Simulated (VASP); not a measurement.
# Be (P1) in VASP: further runs

Runs on Be. Level: PBE. Tasks: single point.

All numbers are computed with VASP 6.6.1; they aren't measurements. Logs are shortened: lines on timing, memory, paths and dates and some standing lists are left out, and cuts for length are marked.

### 1 The structure

The typed cell holds 36 atoms: a = 7.198 Å, b = 7.198 Å, c = 7.519 Å, α = 90.00°, β = 90.00°, γ = 120.00°.

The cell was built by a generator and needn't be a form met in nature.

### 2 Single point, PBE

INCAR reads:

```
SYSTEM = Be
ALGO = Fast
EDIFF = 1E-6
ENCUT = 520
GGA = PE
ISIF = 2
ISMEAR = -1
LASPH = .True.
LCHARG = .False.
LREAL = Auto
LWAVE = .False.
NBANDS = 60
NELM = 60
PREC = Accurate
SIGMA = 0.36
```

KPOINTS reads:

```
k-points
0
Gamma
  2 2 2
  0 0 0
```

POSCAR reads:

```
Be
1.0
    7.1976270000      0.0000000000      0.0000000000
   -3.5988140000      6.2333280000      0.0000000000
    0.0000000000      0.0000000000      7.5191210000
Be
36
Direct
    0.0321539948      0.0295187418     -0.0168902721
    0.1673712942      0.3058719195      0.2267286296
   -0.0186614455      0.0076363702      0.5079583106
    0.1418955961      0.2325242631      0.7607671163
   -0.0014055683      0.2998719143      0.0020215129
    0.1259286458      0.5368400315      0.1530631041
    0.0361851354      0.3426259616      0.5079051128
    0.1047244087      0.4960432052      0.7608602123
   -0.0117367425      0.6326315573     -0.0672020041
    0.0205038276      0.8528028687      0.2225659090
    0.0024005918      0.5551769456      0.3894737164
    0.1470096561      0.9739099242      0.7335963871
    0.4481206206      0.0856685225      0.0126477550
    0.5220279538      0.3368505556      0.2886241623
    0.3303150294      0.0475668856      0.4720764568
    0.5101836227      0.2801232343      0.7179429617
    0.3805485904      0.3410698105      0.0087643223
    0.5579949411      0.6415834366      0.2713615062
    0.2975837283      0.2731446187      0.5533891528
    0.4153394410      0.5143801193      0.7678424114
    0.3128557203      0.6251556151     -0.0429438494
    0.4371649569      0.8810542298      0.2781442139
    0.3155077651      0.6078133543      0.4861073522
    0.4143247460      0.8409312008      0.7240739975
    0.6818738661      0.0190267542     -0.0158928151
    0.7825815489      0.2914654900      0.2278723803
    0.6932506058     -0.0080695256      0.4667433866
    0.8043959259      0.2236686406      0.7287952940
    0.6780874673      0.3283639173     -0.0303226933
    0.7757526349      0.6012197657      0.1731053404
    0.6767112267      0.2987970471      0.5233191486
    0.9071301223      0.6064176312      0.6559410335
    0.6504175363      0.7312305722      0.0053596690
    0.7717252553      0.9134927602      0.2390571983
    0.6647706580      0.6621823848      0.4878495771
    0.7697621465      0.8821130542      0.8023544241
```

Potentials or basis: VASP PAW PBE potentials, release 64 (Be).

On the command line:

```
$ cat potpaw_PBE.64/Be/POTCAR > POTCAR
$ mpirun -np 1 vasp_std > vasp.out
```

OUTCAR:

```text
SYSTEM = Be
   EDIFF = 1E-6
   ENCUT = 520
   GGA = PE
   ISIF = 2
   ISMEAR = -1
   LASPH = .True.
   LREAL = Auto
   NELM = 60
   PREC = Accurate

 ion  position               nearest neighbor table
   1  0.032  0.030  0.983-   5 2.08   4 2.10  36 2.13  12 2.17  10 2.18
   2  0.167  0.306  0.227-   6 1.91   5 2.07  17 2.17   7 2.38
   3  0.981  0.008  0.508-  27 2.04  19 2.14  12 2.16   7 2.24   4 2.39
   4  0.142  0.233  0.761-  19 1.86  12 1.89  20 2.00   8 2.04   1 2.10   5 2.26   7 2.33  17 2.39
                             3 2.39
   5  0.999  0.300  0.002-   6 1.86   2 2.07   1 2.08  25 2.17   8 2.19   4 2.26  26 2.28  21 2.33

   6  0.126  0.537  0.153-   5 1.86  21 1.88   2 1.91  11 2.02   9 2.21  26 2.28
   7  0.036  0.343  0.508-  11 1.89  23 1.97   8 2.13  28 2.20  19 2.20   3 2.24   4 2.33   2 2.38

   8  0.105  0.496  0.761-  21 1.97   9 2.04   4 2.04  28 2.08  32 2.10   7 2.13  20 2.17   5 2.19
                            24 2.38
   9  0.988  0.633  0.933-   8 2.04  32 2.14   6 2.21  29 2.23  30 2.30  21 2.37
  10  0.021  0.853  0.223-  30 1.83  34 2.05   1 2.18
  11  0.002  0.555  0.389-   7 1.89   6 2.02  26 2.14  32 2.21  23 2.21  31 2.36
  12  0.147  0.974  0.734-   4 1.89   3 2.16   1 2.17  15 2.28  19 2.31
  13  0.448  0.086  0.013-  29 1.73  25 1.98  17 2.12
  14  0.522  0.337  0.289-  30 2.06  18 2.08  26 2.11  31 2.18  15 2.30  17 2.34
  15  0.330  0.048  0.472-  19 1.86  22 2.25  31 2.26  12 2.28  14 2.30
  16  0.510  0.280  0.718-  31 1.85  19 1.95  20 2.14  29 2.18  28 2.35
  17  0.381  0.341  0.009-  13 2.12  20 2.14   2 2.17  29 2.21  14 2.34  21 2.36   4 2.39
  18  0.558  0.642  0.271-  35 1.77  34 1.80  30 1.88  14 2.08  33 2.10  22 2.29  23 2.30
[... 17 lines left out ...]
  32  0.907  0.606  0.656-   8 2.10   9 2.14  11 2.21  31 2.23  35 2.35
  33  0.650  0.731  0.005-  36 1.82  25 1.97  30 2.03  34 2.10  18 2.10  21 2.18
  34  0.772  0.913  0.239-  18 1.80  27 1.97  10 2.05  33 2.10  25 2.27  30 2.32  22 2.32
  35  0.665  0.662  0.488-  18 1.77  27 2.28  23 2.34  32 2.35
  36  0.770  0.882  0.802-  33 1.82  25 1.97   1 2.13

  LATTYP: Found a hexagonal cell.
 ALAT       =     7.1976270000
 C/A-ratio  =     1.0446666658

  Lattice vectors:

 A1 = (   7.1976270000,   0.0000000000,   0.0000000000)
 A2 = (  -3.5988140000,   6.2333280000,   0.0000000000)
 A3 = (   0.0000000000,   0.0000000000,   7.5191210000)

Analysis of symmetry for initial positions (statically):
=====================================================================
 Subroutine PRICEL returns:
 Original cell was already a primitive cell.

 Routine SETGRP: Setting up the symmetry group for a
 hexagonal supercell.

 Subroutine GETGRP returns: Found  1 space group operations
 (whereof  1 operations were pure point group operations)
 out of a pool of 24 trial point group operations.

The static configuration has the point symmetry C_1 .

Analysis of symmetry for dynamics (positions and initial velocities):
=====================================================================
 Subroutine PRICEL returns:
 Original cell was already a primitive cell.

 Routine SETGRP: Setting up the symmetry group for a
 hexagonal supercell.

 Subroutine GETGRP returns: Found  1 space group operations
 (whereof  1 operations were pure point group operations)
 out of a pool of 24 trial point group operations.

The dynamic configuration has the point symmetry C_1 .

 Subroutine INISYM returns: Found  1 space group operations
 (whereof  1 operations are pure point group operations),
 and found     1 'primitive' translations

----------------------------------------------------------------------------------------

                                     Primitive cell

  volume of cell :     337.3466

  direct lattice vectors                    reciprocal lattice vectors
     7.197627000  0.000000000  0.000000000     0.138934679  0.080213984  0.000000000
    -3.598814000  6.233328000  0.000000000     0.000000000  0.160427945  0.000000000
     0.000000000  0.000000000  7.519121000     0.000000000  0.000000000  0.132994269

  length of vectors
     7.197627000  7.197627398  7.519121000     0.160427954  0.160427945  0.132994269

  position of ions in fractional coordinates (direct lattice)
     0.032153995  0.029518742  0.983109728
     0.167371294  0.305871919  0.226728630
     0.981338554  0.007636370  0.507958311
     0.141895596  0.232524263  0.760767116
     0.998594432  0.299871914  0.002021513
     0.125928646  0.536840031  0.153063104
[... 28 lines left out ...]
     0.664770658  0.662182385  0.487849577
     0.769762146  0.882113054  0.802354424

  ion indices of the primitive-cell ions
   primitive index   ion index
                 1           1
                 2           2
                 3           3
                 4           4
                 5           5
                 6           6
[... 28 lines left out ...]
                35          35
                36          36

----------------------------------------------------------------------------------------

 KPOINTS: k-points

Automatic generation of k-mesh.
 Grid dimensions read from file:
 generate k-points for:    2    2    2

 Generating k-lattice:

  Cartesian coordinates                     Fractional coordinates (reciprocal lattice)
     0.069467340  0.040106992  0.000000000     0.500000000  0.000000000  0.000000000
     0.000000000  0.080213972  0.000000000     0.000000000  0.500000000  0.000000000
     0.000000000  0.000000000  0.066497134     0.000000000  0.000000000  0.500000000

  Length of vectors
     0.080213977  0.080213972  0.066497134

  Shift w.r.t. Gamma in fractional coordinates (k-lattice)
     0.000000000  0.000000000  0.000000000

 Subroutine IBZKPT returns following result:
 ===========================================

 Found      8 irreducible k-points:

 Following reciprocal coordinates:
            Coordinates               Weight
  0.000000  0.000000  0.000000      1.000000
  0.500000  0.000000  0.000000      1.000000
  0.000000  0.500000  0.000000      1.000000
  0.500000  0.500000  0.000000      1.000000
  0.000000  0.000000  0.500000      1.000000
  0.500000  0.000000  0.500000      1.000000
  0.000000  0.500000  0.500000      1.000000
  0.500000  0.500000  0.500000      1.000000
   k-points           NKPTS =      8   k-points in BZ     NKDIM =      8   number of bands    NBANDS=     60
   number of dos      NEDOS =    301   number of ions     NIONS =     36
   total plane-waves  NPLWV = 163296
   dimension x,y,z NGX =    54 NGY =   54 NGZ =   56
   dimension x,y,z NGXF=   108 NGYF=  108 NGZF=  112
   ions per type =              36
   NGX,Y,Z   is equivalent  to a cutoff of  12.47, 12.47, 12.38 a.u.
   NGXF,Y,Z  is equivalent  to a cutoff of  24.95, 24.95, 24.76 a.u.
 SYSTEM =  Be
   PREC   = accura    normal or accurate (medium, high low for compatibility)
   ISTART =      0    job   : 0-new  1-cont  2-samecut
   ICHARG =      2    charge: 1-file 2-atom 10-const
   ISPIN  =      1    spin polarized calculation?
   LNONCOLLINEAR =      F non collinear calculations
   LSORBIT =      F    spin-orbit coupling
   LASPH  =      T    aspherical Exc in radial PAW
   ENCUT  =  520.0 eV  38.22 Ry    6.18 a.u.  13.38 13.38 13.98*2*pi/ulx,y,z
   NELM   =     60;   NELMIN=  2; NELMDL= -5     # of ELM steps
   EDIFF  = 0.1E-05   stopping-criterion for ELM
   LREAL  =      T    real-space projection
   EDIFFG = 0.1E-04   stopping-criterion for IOM
   NSW    =      0    number of steps for IOM
   IBRION =     -1    ionic relax: 0-MD 1-quasi-New 2-CG
   NFREE  =      0    steps in history (QN), initial steepest desc. (CG)
   ISIF   =      2    stress and relaxation
   ISYM   =      2    0-nonsym 1-usesym 2-fastsym
   POTIM  = 0.5000    time-step for ionic-motion
   TEBEG  =    0.0;   TEEND  =   0.0 temperature during run
   PSTRESS=    0.0 pullay stress
   NELECT =      72.0000    total number of electrons
   NUPDOWN=      -1.0000    fix difference up-down
   EMIN   =  10.00;   EMAX   =-10.00  energy-range for DOS
   EFERMI =   0.00;   METHOD = LEGACY
   ISMEAR =    -1;   SIGMA  =   0.36  broadening in eV -4-tet -1-fermi 0-gaus
   EFERMI_NEDOS =   21; number of points for ismear=-14 and -15
   IALGO  =     68    algorithm
   IMIX   =      4    mixing-type and parameters
     AMIX     =   0.40;   BMIX     =  1.00
     AMIX_MAG =   1.60;   BMIX_MAG =  1.00
  volume/ion in A,a.u.               =       9.37        63.24
  Fermi-wavevector in a.u.,A,eV,Ry     =   0.978348  1.848810 13.023028  0.957166
  Thomas-Fermi vector in A             =   2.109117
   LORBIT       =      0    0 simple, 1 ext, 2 COOP (PROOUT), +10 PAW based schemes
   GGA     = PE    functional components
   LHFCALC =     F    Hartree Fock is set to
   AEXX    =    0.0000 exact exchange contribution
   IVDW    =     0    specifies the selected vdW correction
   LEPSILON=     F    determine dielectric tensor
   LRPA    =     F    only Hartree local field effects (RPA)
 non-spin polarized calculation
 RMM-DIIS sequential band-by-band and
  energy-cutoff  :      520.00
  volume of cell :      337.35
 maximum number of plane-waves:      9100
 NGX is ok and might be reduce to    54
   NGX = 27   NGY = 27   NGZ = 27

 number of electron      72.0000000 magnetization

 Free energy of the ion-electron system (eV)
  ---------------------------------------------------
  ext. energy  EPLUGINS =         0.00000000
  ---------------------------------------------------
  free energy    TOTEN  =      -117.34779949 eV

  energy without entropy =     -113.97246640  energy(sigma->0) =     -115.66013295

 E-fermi :   5.2417     XC(G=0):  -9.9671

 val. band max:        5.2111799879   @ k =   0.5000   0.0000   0.0000
 cond. band min:       5.2656554412   @ k =   0.0000   0.0000   0.5000
 fundamental gap:      0.0544754533
 Fermi energy:         5.2416925762

 k-point     1 :       0.0000    0.0000    0.0000
  band No.  band energies     occupation
      1      -4.9292      2.00000
      2      -3.1917      2.00000
      3      -2.9867      2.00000
      4      -2.4383      2.00000
      5      -2.2289      2.00000
      6      -2.1351      2.00000
[... 397 lines left out ...]
     47       7.6362      0.00258
     48       7.7694      0.00178
 [bands above 48 left out]

------------------------ aborting loop because EDIFF is reached ----------------------------------------

  FORCE on cell =-STRESS in cart. coord.  units (eV):
  Direction    XX          YY          ZZ          XY          YZ          ZX
  --------------------------------------------------------------------------------------
  -------------------------------------------------------------------------------------
  Total       -1.4416337      4.8923020      4.7162550     -3.0662893     -4.3051084      0.0453829
  in kB       -6.8468233     23.2352554     22.3991464    -14.5628816    -20.4464672      0.2155395
  external PRESSURE =      12.9291929 kB  Pullay stress =       0.0000000 kB

 VOLUME and BASIS-vectors are now :
 -----------------------------------------------------------------------------
  energy-cutoff  :      520.00
  volume of cell :      337.35
      direct lattice vectors                 reciprocal lattice vectors
     7.197627000  0.000000000  0.000000000     0.138934679  0.080213984  0.000000000
    -3.598814000  6.233328000  0.000000000     0.000000000  0.160427945  0.000000000
     0.000000000  0.000000000  7.519121000     0.000000000  0.000000000  0.132994269

 POSITION                                       TOTAL-FORCE (eV/Angst)
 -----------------------------------------------------------------------------------
      0.12520      0.18400      7.39212        -0.071357     -0.877813      0.916794
      0.10390      1.90660      1.70480         0.953536     -1.704487      1.632057
      7.03583      0.04760      3.81940         0.612758     -0.369978     -0.221922
      0.18450      1.44940      5.72030        -2.292127      0.054213      1.364239
      6.10833      1.86920      0.01520        -0.363324     -0.138195     -1.500723
     -1.02560      3.34630      1.15090        -2.034896      2.557445      2.167911
[... 28 lines left out ...]
      2.40170      4.12760      3.66820         1.678379     -0.045947      2.699170
      2.36590      5.49850      6.03300         1.117345      0.788948     -4.226836
 -----------------------------------------------------------------------------------
    total drift:                                0.000353      0.000093      0.000282

  FREE ENERGIE OF THE ION-ELECTRON SYSTEM (eV)
  ---------------------------------------------------
  free  energy   TOTEN  =      -117.3477994926 eV

  energy  without entropy=     -113.9724664019  energy(sigma->0) =     -115.66013295
```

Run time: 3 min. Hardware: 1 thread of Intel Xeon 6975P-C (Granite Rapids), shared host; peak memory 0.42 GiB.

Results:

| Item | Value |
| --- | --- |
| Free energy | -117.3478 eV |
| Pressure | 1.3 GPa |
| Largest force | 5.419 eV/Å |
| Band gap on the k mesh | none (metal or under the smearing width) |

Forces on the atoms (eV/Å):
```
Be  -0.071 -0.878  0.917
Be   0.954 -1.704  1.632
Be   0.613 -0.370 -0.222
Be  -2.292  0.054  1.364
Be  -0.363 -0.138 -1.501
Be  -2.035  2.557  2.168
Be  -0.594 -2.266  0.680
Be   0.399  1.067 -1.024
Be  -0.119  1.056  0.697
Be   3.101  1.748  0.843
Be  -1.658  1.824 -0.216
Be   1.290 -1.663  0.007
Be  -2.901 -3.200  0.453
Be  -1.100 -0.881 -0.078
Be   1.414 -1.819 -0.237
Be  -0.463 -0.834  2.650
Be  -0.120  0.582 -0.040
Be  -4.366 -2.223 -2.316
Be  -0.444  1.926 -2.093
Be   0.752  1.698 -1.381
Be   0.463  0.830  0.622
Be   0.033 -0.249 -1.217
Be   0.809  0.837 -0.352
Be   0.042  0.630  0.181
Be  -0.237  0.810  0.437
Be   0.903 -1.158 -0.010
Be  -1.236  0.169  1.610
Be  -0.108 -0.630  0.790
Be   1.485  3.016 -0.287
Be   1.365 -2.269 -0.118
Be   0.852  0.719 -2.855
Be  -0.666 -0.271  0.065
Be   0.175 -2.062  1.096
Be   1.332  2.351 -0.738
Be   1.678 -0.046  2.699
Be   1.117  0.789 -4.227
```

Stress tensor (GPa, compression positive):
```
-0.68 -1.46  0.02
-1.46  2.32 -2.04
 0.02 -2.04  2.24
```

Caveat: the k mesh is coarse (spacing up to 0.50 Å⁻¹), so the values aren't converged; forces of over 1 eV/Å show positions far from the minimum, so gaps and moduli don't describe the material at rest.

(Continued in part 2 of 2.)
